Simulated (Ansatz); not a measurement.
# Si (P6/mmm) in Ansatz: a series of runs

Runs on Si. Level: PBE. Tasks: single point.

Program: Ansatz 0.2.0. These are calculated values, not measurements. Logs are shortened: lines on timing, memory, paths and dates and some standing lists are left out, and cuts for length are marked.

### Step 1. The crystal as given

It takes space group P6/mmm (No. 191, hexagonal). The conventional cell has a = 4.121 Å, b = 4.121 Å, c = 2.655 Å, α = 90.00°, β = 90.00°, γ = 120.00°. Around Si (site symmetry -6m2) lie 5 Si at 2.38 to 2.65 Å.

The cell was built by a generator and needn't be a form met in nature.

### Step 2. Single point, PBE

Contents of input.yaml:

```yaml
crystal:
  lattice:
    - [4.12095, 0.0, 0.0]
    - [-2.06047, 3.56885, 0.0]
    - [0.0, 0.0, 2.65479]
  atoms:
    - { symbol: Si, position: [0.33333, 0.66667, 0.5] }
    - { symbol: Si, position: [0.66667, 0.33333, 0.5] }
hamiltonian:
  xc: pbe
  pseudopotentials: { kind: paw }
kpoints:
  mp_grid: { grid: [8, 8, 10] }
scf:
  occupations: { method: gaussian, width: 0.012 }
output:
  forces: true
  stress: true
  eigenvalues: true
```

Potentials or basis: Ansatz PAW.

Started as:

```console
ansatz run input.yaml --threads 2 --pin off --max-ram 5632MiB --backend cpu --events-out ev --progress --plain --runs-dir out
```

Output:

```text
Warning: the atoms were moved onto the symmetric positions of the space group found under crystal.symmetry.tolerance 1.0e-5 (fractional; no operation is sought that the atoms, as they stand in a round, miss by more than twice it, and no atom is moved by as much as it), and the run uses the moved positions. Before a round's move an operation carried an atom to 4.12e-5 Å from where it should land, the largest such distance. Atom 0 (counting from 0) moved farthest, by 2.38e-5 Å; the longest move in fractions of the cell, of whichever atom, is 0.47 of the tolerance, in 1 round. To run the atoms as typed, lower crystal.symmetry.tolerance until the operations that they miss are no longer found, or set crystal.symmetry.detect: false (a key that needs symmetry detection or time reversal refuses this as the deck is read). The positions used, in the order of the run's atom list: position: [0.3333333333333333, 0.6666666666666666, 0.5]; position: [0.6666666666666666, 0.3333333333333333, 0.5]; The lattice was moved too: crystal.lattice keeps the space group found at crystal.symmetry.tolerance 1.0e-5 only nearly: the operation that it misses by the most changes a squared length by the fraction 2.80e-6. The run uses the lattice that is a stretch of the typed one, with no rotation, onto the one that keeps every operation to a double's rounding (on a very oblique basis the stretch itself rounds by more); the deck's lattice vector that moved farthest moved by 3.26e-6 Å. To run the lattice as typed, set crystal.symmetry.tolerance under 1.33e-7, the least fraction by which an operation that the lattice misses changes a squared length (the same key also sets how far an atom may lie from its image, so lowering it can lose operations that the atoms keep only within it), or set crystal.symmetry.detect: false, as for the atoms. crystal.lattice made exact, in Å and degrees: [[4.120951508198683, -2.8867513457604425e-6, 0.0], [-2.0604732540993416, 3.5688501372395285, 0.0], [0.0, 0.0, 2.65479]]. Pasted over the deck's crystal.lattice, beside positions in fractional coordinates, it runs the same cell (given as lengths and angles, that cell in the form's own orientation, a rigid turn of the misfit's size from the one run here, for which a checkpoint.post_process_only pass over this run's state can be refused: where this run relaxes nothing, give such a pass this deck's own crystal.lattice, as typed; behind a relaxation, as crystal.lattice, the state's own cell, identity.cell in its checkpoint.json), and a matrix so pasted ends this notice, except on a very skew basis of the lattice, where the rounding of the pasted numbers themselves can read as a misfit: the cell is then moved again, and that move is told again. The lattice as run is in this notice's lattice.as_run_ang field (Run.prep()["deck_notices"] in Python, the deck_notice line of an events file, deck_notices of ansatz run --dry-run=json, or deck_notices in record.json in the deck's checkpoint.write directory).
Warning: RAYON_NUM_THREADS=2 ignored (pool sized by the plan → 2); use --threads N
Engine: ansatz 0.2.0, aarch64-unknown-linux-gnu
Pseudopotentials: kind: paw
Pseudopotential: Si, paw, valence charge 4, recommended cutoff 420 eV (normal), Si.paw.azcp
Functional definition: PBE
  parameter kappa = 0.804
  parameter beta = 0.06672455060314922
  exchange = pbe_x(kappa = kappa, mu = beta*pi^2/3)
  correlation = pbe_c(beta = beta)
Crystal: 2 atoms, lattice volume = 39.044 Å³
Basis set: ecut = 420 eV, 765 PW (Γ), exchange–correlation on 60×60×36 points (8 copies of the dense FFT grid, shifted against one another)
Bands: 8, of which v1, the nominal top of the filled ones, is band 4 counted from 1 (3 counted from 0)
Symmetry: 24 space group operations
Space group: P6/mmm (ITA 191), of the structure as read, at distance tolerance 3.4e-5 Å
k-points: 60 of 640
Non-local potential: Si, projectors of the file, l = 0: 2, l = 1: 2, l = 2: 2
PAW form: soft (Blöchl's): semilocal exchange-correlation on the pseudo side does not see the compensation charge
PAW one-centre angular grid: Si, 110 points (default); XC on 64 Gauss nodes
Initial density: superposition of atomic densities (neutral atoms: chi_scale 0, normalization atom), corrected by the library's trained network
Initial wavefunctions: pseudopotential atomic-orbital guess
Functional: x = pbe(κ = 0.804, μ = 0.2195149727645171), c = pbe(β = 0.06672455060314922)
SCF iter   1: F=—  HF=-1270.858436 eV  |F-HF|=—  |Δ(HF+E_count)|=         —  Δρ=4.53e-3  dr2=8.87e-3  ethr=1.77e-3  ⟨swp⟩=6.3  Hψ=4278  notcnv=0
preconditioner: auto → none  [insulator: Δε(μ)=0.034 eV  Ē_g=9.357 eV  σ=0.012 eV  W_gap=0.90  n_scr=6 (ndim 8)  ℏωp=16.8 eV  f_vac=0.000  D(μ)=0.84/eV (n_scr^D=6)  ε∞_Penn≈4.2]
SCF iter   2: F=—  HF=-1270.856103 eV  |F-HF|=—  |Δ(HF+E_count)|=   2.33e-3  Δρ=1.74e-3  dr2=1.18e-3  ethr=1.11e-4  ⟨swp⟩=2.0  Hψ=1139  notcnv=0  defer=6
SCF iter   3: F=—  HF=-1270.855978 eV  |F-HF|=—  |Δ(HF+E_count)|=   1.25e-4  Δρ=1.52e-4  dr2=6.75e-6  ethr=1.47e-5  ⟨swp⟩=2.9  Hψ=931  notcnv=0  defer=10
SCF iter   4: F=—  HF=-1270.855973 eV  |F-HF|=—  |Δ(HF+E_count)|=   5.69e-6  Δρ=3.20e-5  dr2=3.60e-7  ethr=8.44e-8  ⟨swp⟩=2.1  Hψ=725  notcnv=0  defer=10
iter 5 did not close the SCF: its close was put off for the readings that it lacked (scf_convergence_deferred on its scf_iter line)
SCF iter   5: F=-1270.855973 eV  HF=-1270.855973 eV  |F-HF|=1.03e-8  |Δ(HF+E_count)|=   3.49e-7  Δρ=5.15e-6  dr2=9.32e-9  ethr=4.50e-9  ⟨swp⟩=2.4  Hψ=708  notcnv=0  defer=10
SCF iter   6: F=-1270.855973 eV  HF=-1270.855973 eV  |F-HF|=1.77e-10  |Δ(HF+E_count)|=   1.34e-8  Δρ=5.08e-7  dr2=1.02e-10  ethr=1.16e-10  ⟨swp⟩=2.8  Hψ=1808  notcnv=0
SCF 1 converged in 6 iterations: F = -1270.855973 eV  dr2 = 1.02e-10
SCF converged after 6 iterations
Free energy (F): -1270.855973 eV
Harris-Foulkes:  -1270.855973 eV  (|F-HF|=1.77e-10)
Internal energy: -1270.855913 eV  (E = F + TS)
E sigma→0 (E₀):  -1270.855943 eV
Entropy (-TS):   -0.000060 eV (-0.030 meV/atom)
Fermi energy:    6.543656 eV
--- Per-component energies (eV) ---
  E_band       = 11.913170
  E_kinetic    = 79.676267
  E_local      = -49.685409  (includes V_loc(G=0)·N_el)
  E_nonlocal   = 51.660392
  E_hartree    = 13.939048
  E_xc         = -110.192649
  E_vxc        = -93.204901  (∫ρ·V_xc dr)
  E_paw        = -1024.983741  (= ΣΔE_a)
  E_vpaw       = -4.411272  (= ΣTr[D̂ρ^β])
  E_aug_tail   = 0.000013  (compensation charges beyond the density's cutoff)
  E_ewald      = -231.269833
  E_smearing   = -0.000060  (= −TS)
  E_closure    = -0.000000  (closes the sum)
  Σ components = -1270.855973   (vs F -1270.855973, Δ=0.00e0)
--- Forces (eV/Å), atoms counted from 1 ---
  atom   1  Si     0.00000000     0.00000000     0.00000000
  atom   2  Si    -0.00000000    -0.00000000     0.00000000
  max |Σ_I F_I| component: 1.85e-17 eV/Å
--- Stress (GPa, compression-positive) ---
        0.285530      -0.000000       0.000000
       -0.000000       0.285530       0.000000
        0.000000       0.000000      -0.474289
  P = ⅓ Tr σ = 0.0323 GPa (0.323 kbar)
--- Band table (eV; the first three rows and the last of 60) ---
  k-point 0: bands = ["-5.7259", "3.7200", "3.7200", "3.8427", "7.8443", "7.8443", "12.1618", "12.9571"]
  k-point 1: bands = ["-5.5279", "3.8868", "3.8868", "4.0397", "8.0235", "8.0235", "10.1056", "12.9356"]
  k-point 2: bands = ["-4.9387", "4.3742", "4.3742", "4.6250", "7.0958", "8.5503", "8.5503", "13.5452"]
  k-point 59: bands = ["0.5198", "1.2840", "2.8179", "3.5517", "4.3096", "8.8551", "12.1417", "14.3896"]
```

Run time: 0.77 s. Hardware: 2 threads of Arm Neoverse V1, shared host; peak memory 0.28 GiB.

What came out:

```yaml
Free_energy: -1270.8560 eV
Pressure: 0.0 GPa
Band_gap_on_the_k_mesh: none (metal or under the smearing width)
```

### Step 3. Single point, PBE

input.yaml, as its differences from that of step 2:

```diff
@@ -14,3 +14,3 @@
 scf:
-  occupations: { method: gaussian, width: 0.012 }
+  occupations: { method: gaussian, width: 0.013 }
 output:
```

Potentials or basis: Ansatz PAW.

Started as:

```console
ansatz run input.yaml --threads 2 --pin off --max-ram 5632MiB --backend cpu --events-out ev --progress --plain --runs-dir out
```

Run time: 0.77 s. Hardware: 2 threads of Arm Neoverse V1, shared host; peak memory 0.28 GiB.

The run converged. Its results:

```
Free energy            : -1270.8560 eV
Pressure               : 0.0 GPa
Band gap on the k mesh : none (metal or under the smearing width)
```

Stress tensor (GPa, compression positive):
```
 0.29  0.00  0.00
 0.00  0.29  0.00
 0.00  0.00 -0.48
```

Levels at points of the mesh, in eV from the Fermi level:
```tsv
k point	band 2	band 3	band 4	band 5	band 6	band 7
(0.00, 0.00, 0.00)	-2.82	-2.82	-2.70	1.30	1.30	5.62
(0.00, 0.00, -0.50)	-5.84	-0.13	-0.13	1.26	3.20	4.34
(0.00, -0.50, 0.00)	-8.75	-4.00	-1.25	6.21	7.09	7.18
(0.00, -0.50, -0.50)	-4.95	-4.20	-2.55	-1.16	2.94	3.95
```
